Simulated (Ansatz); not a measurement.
# TaSi2 (P6_422) in Ansatz: band structure with RPBE

Aim: the band structure of TaSi2 with RPBE.

All numbers are computed with Ansatz 0.2.0; they aren't measurements. Logs are shortened: lines on timing, memory, paths and dates and some standing lists are left out, and cuts for length are marked.

### Step 1. Starting point

It takes space group P6_422 (No. 181, hexagonal). The conventional cell has a = 4.784 Å, b = 4.784 Å, c = 6.570 Å, α = 90.00°, β = 90.00°, γ = 120.00°. Around Ta (site symmetry 222) lie 10 Si at 2.61 to 2.83 Å. Si (site symmetry 2) is surrounded by 5 Si at 2.56 to 2.83 Å and 5 Ta at 2.61 to 2.83 Å.

### Step 2. Band structure, RPBE

input.yaml

```yaml
crystal:
  lattice:
    - [4.7839, 0.0, 0.0]
    - [-2.39195, 4.1429789292, 0.0]
    - [0.0, 0.0, 6.57]
  atoms:
    - { symbol: Ta, position: [0.0, 0.5, 0.3333333333] }
    - { symbol: Ta, position: [0.5, 0.5, 0.6666666667] }
    - { symbol: Ta, position: [0.5, 0.0, 0.0] }
    - { symbol: Si, position: [0.31794, 0.15897, 0.3333333333] }
    - { symbol: Si, position: [0.15897, 0.84103, 0.6666666667] }
    - { symbol: Si, position: [0.84103, 0.68206, 0.0] }
    - { symbol: Si, position: [0.68206, 0.84103, 0.3333333333] }
    - { symbol: Si, position: [0.84103, 0.15897, 0.6666666667] }
    - { symbol: Si, position: [0.15897, 0.31794, 0.0] }
hamiltonian:
  xc: rpbe
  pseudopotentials: { kind: paw }
kpoints:
  mp_grid: { grid: [7, 7, 4] }
  band_path:
    path:
      - [[0.0, 0.0, 0.0], [0.5, 0.0, 0.0], [0.3333333333, 0.3333333333, 0.0], [0.0, 0.0, 0.0], [0.0, 0.0, 0.5], [0.5, 0.0, 0.5], [0.3333333333, 0.3333333333, 0.5], [0.0, 0.0, 0.5]]
      - [[0.5, 0.0, 0.5], [0.5, 0.0, 0.0]]
      - [[0.3333333333, 0.3333333333, 0.0], [0.3333333333, 0.3333333333, 0.5]]
    npoints: 10
scf:
  occupations: { method: fermi_dirac, width: 0.05 }
  n_extra_bands: 22
output:
  forces: true
  stress: true
  eigenvalues: true
  fatbands: false
```

Potentials or basis: Ansatz PAW.

On the command line:

```
> ansatz run input.yaml --threads 4 --pin off --max-ram 11264MiB --backend cpu --events-out ev --progress --plain --runs-dir out
```

Standard output:

```text
Warning: RAYON_NUM_THREADS=4 ignored (pool sized by the plan → 4); use --threads N
scf.n_extra_bands = 22 over 32 filled bands (N_el = 63.0): the run solves 54 bands
Engine: ansatz 0.2.0, aarch64-unknown-linux-gnu
Pseudopotentials: kind: paw
Pseudopotential: Ta, paw, valence charge 13, recommended cutoff 420 eV (normal), Ta.paw.azcp
Pseudopotential: Si, paw, valence charge 4, recommended cutoff 420 eV (normal), Si.paw.azcp
Functional definition: RPBE
  parameter kappa = 0.804
  parameter beta = 0.06672455060314922
  exchange = rpbe_x(kappa = kappa, mu = beta*pi^2/3)
  correlation = pbe_c(beta = beta)
Crystal: 9 atoms, lattice volume = 130.215 Å³
Basis set: ecut = 420 eV, 2523 PW (Γ), exchange–correlation on 64×64×90 points (8 copies of the dense FFT grid, shifted against one another)
Bands: 54, of which v1, the nominal top of the filled ones, is band 32 counted from 1 (31 counted from 0)
Symmetry: 12 space group operations
Space group: P6422 (ITA 181), of the structure as read, at distance tolerance 5.1e-5 Å
k-points: 24 of 196 (time reversal used)
Non-local potential: Ta, projectors of the file, l = 0: 3, l = 1: 2, l = 2: 2, l = 3: 1
Non-local potential: Si, projectors of the file, l = 0: 2, l = 1: 2, l = 2: 2
PAW form: soft (Blöchl's): semilocal exchange-correlation on the pseudo side does not see the compensation charge
PAW frozen core: Ta, regenerated for the run's functional, and the local potential with it (the file was generated under x = pbe(κ = 0.804, μ = 0.2195149727645171), c = pbe(β = 0.06672455060314922))
PAW frozen core: Si, regenerated for the run's functional, and the local potential with it (the file was generated under x = pbe(κ = 0.804, μ = 0.2195149727645171), c = pbe(β = 0.06672455060314922))
PAW one-centre angular grid: Ta, 590 points (default); XC on 64 Gauss nodes
PAW one-centre angular grid: Si, 110 points (default); XC on 64 Gauss nodes
Initial density: superposition of atomic densities (neutral atoms: chi_scale 0, normalization atom), corrected by the library's trained network
Initial wavefunctions: pseudopotential atomic-orbital guess
Functional: x = rpbe, c = pbe(β = 0.06672455060314922)
SCF iter   1: F=—  HF=-33671.810756 eV  |F-HF|=—  |Δ(HF+E_count)|=         —  Δρ=4.43e-3  dr2=1.87e-2  ethr=1.77e-3  ⟨swp⟩=5.3  Hψ=5631  notcnv=0  defer=118
preconditioner: auto → Kerker (q_TF=auto, 2.417 Å⁻¹)  [metal: Δε(μ)=0.055 eV  Ē_g=9.598 eV  σ=0.050 eV  W_gap=0.26  n_scr=22 (ndim 8)  ℏωp=20.3 eV  f_vac=0.000  D(μ)=3.13/eV (n_scr^D=22)]
SCF iter   2: F=—  HF=-33671.811583 eV  |F-HF|=—  |Δ(HF+E_count)|=   8.27e-4  Δρ=2.60e-3  dr2=6.27e-3  ethr=2.97e-5  ⟨swp⟩=1.2  Hψ=1518  notcnv=0  defer=231
SCF iter   3: F=—  HF=-33671.811930 eV  |F-HF|=—  |Δ(HF+E_count)|=   3.46e-4  Δρ=2.29e-4  dr2=5.21e-5  ethr=9.94e-6  ⟨swp⟩=2.3  Hψ=1371  notcnv=0  defer=231
SCF iter   4: F=—  HF=-33671.812029 eV  |F-HF|=—  |Δ(HF+E_count)|=   9.97e-5  Δρ=4.07e-5  dr2=1.51e-6  ethr=8.26e-8  ⟨swp⟩=2.9  Hψ=1855  notcnv=0  defer=231
iter 5 did not close the SCF: its close was put off for the readings that it lacked (scf_convergence_deferred on its scf_iter line)
SCF iter   5: F=-33671.812029 eV  HF=-33671.812029 eV  |F-HF|=4.70e-8  |Δ(HF+E_count)|=   1.39e-8  Δρ=7.63e-6  dr2=9.16e-8  ethr=2.39e-9  ⟨swp⟩=2.7  Hψ=1494  notcnv=0  defer=231
SCF iter   6: F=-33671.812029 eV  HF=-33671.812029 eV  |F-HF|=3.00e-9  |Δ(HF+E_count)|=   1.04e-8  Δρ=1.32e-6  dr2=4.38e-9  ethr=1.45e-10  ⟨swp⟩=9.4  Hψ=6325  notcnv=0
SCF 1 converged in 6 iterations: F = -33671.812029 eV  dr2 = 4.38e-9
NSCF: frozen V_eff on 93 k-points
SCF converged after 6 iterations
Free energy (F): -33671.812029 eV
Harris-Foulkes:  -33671.812029 eV  (|F-HF|=3.00e-9)
Internal energy: -33671.785865 eV  (E = F + TS)
E sigma→0 (E₀):  -33671.798947 eV
Entropy (-TS):   -0.026165 eV (-2.907 meV/atom)
Fermi energy:    15.291905 eV
--- Per-component energies (eV) ---
  E_band       = -250.375384
  E_kinetic    = 1362.481574
  E_local      = -2330.893658  (includes V_loc(G=0)·N_el)
  E_nonlocal   = 190.169239
  E_hartree    = 893.952439
  E_xc         = -999.663984
  E_vxc        = -907.850922  (∫ρ·V_xc dr)
  E_paw        = -28321.990617  (= ΣΔE_a)
  E_vpaw       = -352.188604  (= ΣTr[D̂ρ^β])
  E_aug_tail   = 0.000487  (compensation charges beyond the density's cutoff)
  E_ewald      = -4465.613967
  E_core_change = -0.227379  (= ΣΔE_core)
  E_smearing   = -0.026165  (= −TS)
  E_closure    = -0.000000  (closes the sum)
  Σ components = -33671.812029   (vs F -33671.812029, Δ=0.00e0)
--- Forces (eV/Å), atoms counted from 1 ---
  atom   1  Ta     0.00000000     0.00000000    -0.00000000
  atom   2  Ta     0.00000000    -0.00000000     0.00000000
  atom   3  Ta    -0.00000000     0.00000000     0.00000000
  atom   4  Si     0.01721418     0.00993861    -0.00000000
  atom   5  Si     0.01721418    -0.00993861     0.00000000
  atom   6  Si    -0.00000000    -0.01987723    -0.00000000
  atom   7  Si    -0.01721418    -0.00993861     0.00000000
  atom   8  Si    -0.01721418     0.00993861    -0.00000000
  atom   9  Si    -0.00000000     0.01987723     0.00000000
  max |Σ_I F_I| component: 2.17e-16 eV/Å
--- Stress (GPa, compression-positive) ---
        4.622544       0.000000      -0.000000
       -0.000000       4.622544       0.000000
       -0.000000       0.000000       6.131909
  P = ⅓ Tr σ = 5.1257 GPa (51.257 kbar)
--- Band table (eV; the first three rows and the last of 24) ---
  k-point 0: bands = ["-52.3762", "-52.3610", "-52.3610", "-19.0601", "-19.0550", "-19.0550", "-18.9928", "-18.9928", "-18.8943", "-18.8931", "-18.8894", "-18.8894", "1.8994", "5.2220", "5.2220", "8.7225", "9.3537", "9.3537", "9.4406", "9.4406", "10.5033", "11.4308", "11.4308", "11.8022", "12.7326", "12.7326", "12.7879", "12.7879", "12.8370", "13.1001", "13.1001", "13.7803", "16.0365", "18.2739", "18.2739", "18.7770", "18.8588", "18.8716", "19.2010", "19.2010", "19.3450", "19.3450", "19.6973", "19.9965", "19.9965", "20.4078", "20.4078", "20.8175", "21.1530", "21.1530", "21.4512", "23.2542", "23.3970", "23.3970"]
  k-point 1: bands = ["-52.3748", "-52.3660", "-52.3573", "-19.0903", "-19.0498", "-19.0042", "-18.9984", "-18.9978", "-18.9088", "-18.9085", "-18.8985", "-18.8659", "2.1435", "3.9263", "6.5115", "8.9273", "8.9787", "9.3848", "9.8259", "9.8337", "10.3363", "10.4339", "10.8466", "11.2087", "12.5359", "12.7999", "13.0205", "13.0514", "13.1087", "13.2503", "13.6773", "14.3366", "16.7418", "17.5853", "18.0705", "18.6062", "18.7240", "18.8157", "19.1536", "19.1984", "19.3800", "19.4921", "19.5524", "19.6555", "20.2417", "20.3272", "20.5804", "20.6213", "20.8880", "22.0923", "22.3574", "22.7723", "22.7738", "23.4954"]
  k-point 2: bands = ["-52.3711", "-52.3711", "-52.3559", "-19.1028", "-19.0237", "-19.0237", "-19.0006", "-18.9503", "-18.9503", "-18.9074", "-18.9074", "-18.8562", "2.8479", "2.8479", "7.3167", "8.8405", "8.9673", "9.4218", "9.4218", "10.2217", "10.2217", "10.4023", "10.4023", "11.0648", "12.4959", "12.6196", "12.6196", "13.0670", "13.2363", "13.4845", "13.4845", "16.4437", "16.4437", "17.9195", "17.9195", "18.7584", "18.7760", "18.7760", "18.8374", "18.9249", "19.1987", "19.4941", "19.4941", "19.5258", "19.7643", "20.3609", "20.3609", "20.7324", "20.7324", "21.8152", "22.0808", "22.0808", "23.5957", "23.5957"]
  k-point 23: bands = ["-52.3710", "-52.3649", "-52.3621", "-19.1003", "-19.0719", "-19.0710", "-18.9817", "-18.9615", "-18.9213", "-18.8884", "-18.8865", "-18.8649", "4.6232", "4.6565", "5.4974", "6.3202", "6.4592", "7.5589", "9.9477", "10.0206", "10.8057", "11.0309", "12.4015", "12.4689", "12.6433", "12.7224", "12.7366", "12.8535", "14.1792", "14.7712", "14.8008", "15.3188", "16.3819", "16.9715", "17.0534", "17.5844", "17.5942", "18.2310", "18.6281", "18.7796", "19.0333", "19.2114", "19.3188", "19.8165", "20.4592", "20.6840", "21.3539", "21.4827", "21.8071", "21.8908", "22.1657", "22.6391", "23.1415", "23.1752"]
```

bands.tsv:

```text
[... 115 lines left out ...]
```

It took 11 s on 4 threads of Arm Neoverse V2, shared host; peak memory 0.65 GiB.

Results:

```
Free energy            : -33671.8120 eV
Pressure               : 5.1 GPa
Largest force          : 0.020 eV/Å
Band gap on the k mesh : none (metal or under the smearing width)
```

Forces on the atoms (eV/Å):
```
Ta   0.000  0.000  0.000
Ta   0.000  0.000  0.000
Ta   0.000  0.000  0.000
Si   0.017  0.010  0.000
Si   0.017 -0.010  0.000
Si   0.000 -0.020  0.000
Si  -0.017 -0.010  0.000
Si  -0.017  0.010  0.000
Si   0.000  0.020  0.000
```

Stress tensor (GPa, compression positive):
```
4.62 0.00 0.00
0.00 4.62 0.00
0.00 0.00 6.13
```

Levels at the corners of the path, in eV from the Fermi level:
| point | band 28 | band 29 | band 30 | band 31 | band 32 | band 33 | band 34 | band 35 | band 36 | band 37 |
| --- | --- | --- | --- | --- | --- | --- | --- | --- | --- | --- |
| Γ | -2.50 | -2.45 | -2.19 | -2.19 | -1.51 | 0.74 | 2.98 | 2.98 | 3.49 | 3.57 |
| M | -2.06 | -1.08 | -0.74 | -0.08 | -0.05 | 0.88 | 1.19 | 1.57 | 1.96 | 2.30 |
| K | -1.74 | -1.72 | -1.72 | 0.35 | 0.35 | 0.57 | 2.12 | 2.12 | 2.20 | 2.20 |
| Γ | -2.50 | -2.45 | -2.19 | -2.19 | -1.51 | 0.74 | 2.98 | 2.98 | 3.49 | 3.57 |
| A | -2.22 | -2.06 | -1.81 | -1.81 | 1.15 | 1.15 | 2.63 | 2.63 | 3.47 | 3.48 |
| L | -2.05 | -2.03 | -1.83 | -0.68 | -0.26 | 1.56 | 1.97 | 2.54 | 2.56 | 2.61 |
| H | -2.37 | -0.74 | -0.74 | -0.14 | -0.14 | 0.96 | 1.57 | 1.57 | 2.33 | 2.85 |
| A | -2.22 | -2.06 | -1.81 | -1.81 | 1.15 | 1.15 | 2.63 | 2.63 | 3.47 | 3.48 |
| L | -2.05 | -2.03 | -1.83 | -0.68 | -0.26 | 1.56 | 1.97 | 2.54 | 2.56 | 2.61 |
| M | -2.06 | -1.08 | -0.74 | -0.08 | -0.05 | 0.88 | 1.19 | 1.57 | 1.96 | 2.30 |
| K | -1.74 | -1.72 | -1.72 | 0.35 | 0.35 | 0.57 | 2.12 | 2.12 | 2.20 | 2.20 |
| H | -2.37 | -0.74 | -0.74 | -0.14 | -0.14 | 0.96 | 1.57 | 1.57 | 2.33 | 2.85 |

Caveat: spin-orbit coupling is left out, which moves the levels of the heavy elements; the PAW data sets come from PBE, with cores solved anew for the run's functional, which leaves a small shift of forces and pressure.
